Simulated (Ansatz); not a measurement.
Crystal: Ti.

```
Ti
1.0
     2.95000    0.00000    0.00000
    -1.47500    2.55477    0.00000
     0.00000    0.00000    4.68000
Ti
2
Direct
  0.66667 0.33333 0.75000
  0.33333 0.66667 0.25000
```

Below is the output of Ansatz 0.2.0 for this cell. Logs are shortened: lines on timing, memory, paths and dates and some standing lists are left out, and cuts for length are marked.

```text
Warning: RAYON_NUM_THREADS=1 ignored (pool sized by the plan → 1); use --threads N
LAPW: plane waves up to 7.596 Å⁻¹, error target 1.0e-3 eV per atom; small_component_spin mean_spin; Ti in spheres of 1.447 Å, 12 of its electrons in bands, Dirac shells [] (how accurate: hamiltonian.pseudopotentials.lapw.basis_error, Limitations)
Engine: ansatz 0.2.0, x86_64-unknown-linux-gnu
Pseudopotentials: kind: all_electron
Pseudopotential: Ti, LAPW, valence charge 12, lapw/all_electron/scalar/gaussian/Ti, Koelling and Harmon's equation, gaussian nucleus
Functional definition: PBEsol
  exchange = pbesol_x
  correlation = pbesol_c
Crystal: 2 atoms, lattice volume = 35.271 Å³
Basis set: ecut = 219.85864572553353 eV, 263 PW (Γ), exchange–correlation at level 2
Bands: 16, of which v1, the nominal top of the filled ones, is band 12 counted from 1 (11 counted from 0)
Symmetry: 24 space group operations
Space group: P63/mmc (ITA 194), of the structure as read, at distance tolerance 3.3e-5 Å
k-points: 56 of 600
Non-local potential: Ti, projectors of the file, none
Initial density: superposition of atomic densities (chi_scale 0.1, normalization cell)
Initial wavefunctions: plane waves of lowest kinetic energy (no species holds an atomic orbital)
Functional: x = pbesol(κ = 0.804, μ = 0.12345679012345678), c = pbesol(β = 0.046)
iter 1 solved again at ethr=7.27e-4 eV; its pass at ethr=1.00e-1 eV (dr2=1.74e-1 eV) is discarded
SCF iter   1: F=—  HF=-46415.525827 eV  |F-HF|=—  |Δ(HF+E_count)|=         —  Δρ=2.60e-2  dr2=1.76e-1  ethr=7.27e-4  ⟨swp⟩=2.7  Hψ=6372  notcnv=0
preconditioner: auto → none  [metal: Δε(μ)=0.011 eV  Ē_g=3.115 eV  σ=0.200 eV  W_gap=0.05  n_scr=8 (ndim 8)  ℏωp=17.7 eV  f_vac=0.000  D(μ)=1.79/eV (n_scr^D=22)  sad-step TF]
SCF iter   2: F=—  HF=-46415.139149 eV  |F-HF|=—  |Δ(HF+E_count)|=   3.87e-1  S|Δr|=    0.00e0  Δρ=8.91e-3  dr2=2.96e-2  ethr=7.27e-4  ⟨swp⟩=3.0  Hψ=3247  notcnv=0
SCF iter   3: F=—  HF=-46415.109880 eV  |F-HF|=—  |Δ(HF+E_count)|=   2.93e-2  S|Δr|=    0.00e0  Δρ=5.84e-3  dr2=1.08e-2  ethr=1.23e-4  ⟨swp⟩=2.7  Hψ=2914  notcnv=0
iter 4 solved again at ethr=3.86e-7 eV; its pass at ethr=4.51e-5 eV (dr2=9.26e-5 eV) is discarded
SCF iter   4: F=—  HF=-46415.107680 eV  |F-HF|=—  |Δ(HF+E_count)|=         —  Δρ=5.53e-4  dr2=9.29e-5  ethr=3.86e-7  ⟨swp⟩=2.5  Hψ=4738  notcnv=0
the basis was enlarged: its passes take 129.0 KiB over the memory plan, 1 of 1 planned eigensolver slots
SCF iter   5: F=—  HF=-46415.107665 eV  |F-HF|=—  |Δ(HF+E_count)|=   1.43e-5  S|Δr|=    0.00e0  Δρ=7.64e-5  dr2=1.68e-6  ethr=3.86e-7  ⟨swp⟩=2.0  Hψ=2855  notcnv=0
SCF iter   6: F=-46415.107664 eV  HF=-46415.107664 eV  |F-HF|=6.13e-8  |Δ(HF+E_count)|=   1.32e-6  S|Δr|=    0.00e0  Δρ=7.48e-6  dr2=1.53e-8  ethr=7.01e-9  ⟨swp⟩=2.7  Hψ=2924  notcnv=0
SCF 1 converged in 6 iterations: F = -46415.107664 eV  dr2 = 1.53e-8
SCF converged after 6 iterations
Stability not checked: this state was not tested for a lower state beside it, because cold or Methfessel-Paxton smearing, or corrected tetrahedra, fill the levels in a way that the test cannot read (fill_not_monotonic; see scf.lower_state_search)
Free energy (F): -46415.107664 eV
Harris-Foulkes:  -46415.107664 eV  (|F-HF|=6.13e-8)
Internal energy: -46415.110096 eV  (E = F + TS)
E sigma→0 (E₀):  -46415.108272 eV
Entropy (-TS):   0.002432 eV (1.216 meV/atom)
Fermi energy:    13.424066 eV
Step filling:    the computed levels leave a gap of 0.0110 eV = 0.1 smearing widths at the electron count; against every level under it full and every level over it empty, smearing changes F+E_penalty+E_count by -1.299 meV and its σ→0 estimate by -1.907 meV
--- Per-component energies (eV) ---
  E_band       = -311.858908
  E_kinetic    = 46853.305908
  E_xc         = -2242.549537
  E_electrostatic = -91025.866467  (all electrons and nuclei)
  E_smearing   = 0.002432  (= −TS)
  E_closure    = 0.000000  (closes the sum)
  E_atoms      = -46400.709995  (free atoms, spherical and without spin; not in F)
  Σ components = -46415.107664   (vs F -46415.107664, Δ=0.00e0)
  Basis errors (estimates in eV, not in F): energy 1.3e-4 per atom: plane waves 9.1e-5 (4.6e-5 summed), levels above the bands 6.9e-26, relativity 4.9e-9, radial functions 4.4e-5, core shells 2.4e-8; eigenvalues (radial functions only) 9.6e-7; not estimated: angular momenta, meshes, grids; target (lapw.basis_error) 1.0e-3; muffin-tin radii Ti 1.447 Å
--- Forces (eV/Å), atoms counted from 1 ---
  atom   1  Ti    -0.00000000    -0.00000000     0.00000000
  atom   2  Ti    -0.00000000    -0.00000000    -0.00000000
  max |Σ_I F_I| component: 5.55e-17 eV/Å
--- Stress (GPa, compression-positive) ---
       -5.572601       0.000000       0.000000
        0.000000      -5.572601      -0.000000
        0.000000      -0.000000      -6.199412
  P = ⅓ Tr σ = -5.7815 GPa (-57.815 kbar)
--- Band table (eV; the first three rows and the last of 56) ---
  k-point 0: bands = ["-43.1906", "-43.0589", "-19.8856", "-19.2590", "-19.2590", "-19.2002", "-19.1617", "-19.1617", "7.2645", "10.7663", "14.1391", "14.1928", "14.1928", "14.2947", "14.6809", "14.6809"]
  k-point 1: bands = ["-43.1818", "-43.0679", "-19.8414", "-19.2526", "-19.2526", "-19.2479", "-19.1682", "-19.1682", "7.4943", "10.6293", "13.7959", "14.0995", "14.0995", "14.1695", "14.5615", "14.5615"]
  k-point 2: bands = ["-43.1580", "-43.0921", "-19.7193", "-19.3768", "-19.2348", "-19.2348", "-19.1861", "-19.1861", "8.1469", "10.0606", "13.4103", "13.8504", "14.0241", "14.0241", "14.3115", "14.3115"]
  k-point 55: bands = ["-43.0479", "-43.0479", "-19.7090", "-19.7090", "-19.5061", "-19.5061", "-19.2912", "-19.2912", "11.9131", "11.9131", "12.6290", "12.6290", "13.1952", "13.1952", "15.0526", "15.0526"]
```

Question: What input gives this log?

Answer: Density of states with PBEsol, no spin polarisation. The files as run (others can give the same):

input.yaml
```yaml
crystal:
  lattice:
    - [2.95, 0.0, 0.0]
    - [-1.475, 2.5547749412, 0.0]
    - [0.0, 0.0, 4.68]
  atoms:
    - { symbol: Ti, position: [0.6666666667, 0.3333333333, 0.75] }
    - { symbol: Ti, position: [0.3333333333, 0.6666666667, 0.25] }
kpoints:
  mp_grid: { grid: [10, 10, 6] }
scf:
  occupations: { method: methfessel_paxton, width: 0.2 }
hamiltonian:
  xc: pbesol
  pseudopotentials: { kind: all_electron, lapw: { basis_error: 0.001 } }
output:
  forces: true
  stress: true
  eigenvalues: true
  dos: { projected: false, de: 0.2, e_range: [-20, 8] }
```

Potentials or basis: all-electron LAPW, scalar-relativistic.
Run with:
```console
$ ansatz run input.yaml --threads 1 --pin off --max-ram 3072MiB --backend cpu --events-out ev --progress --plain --runs-dir out
```
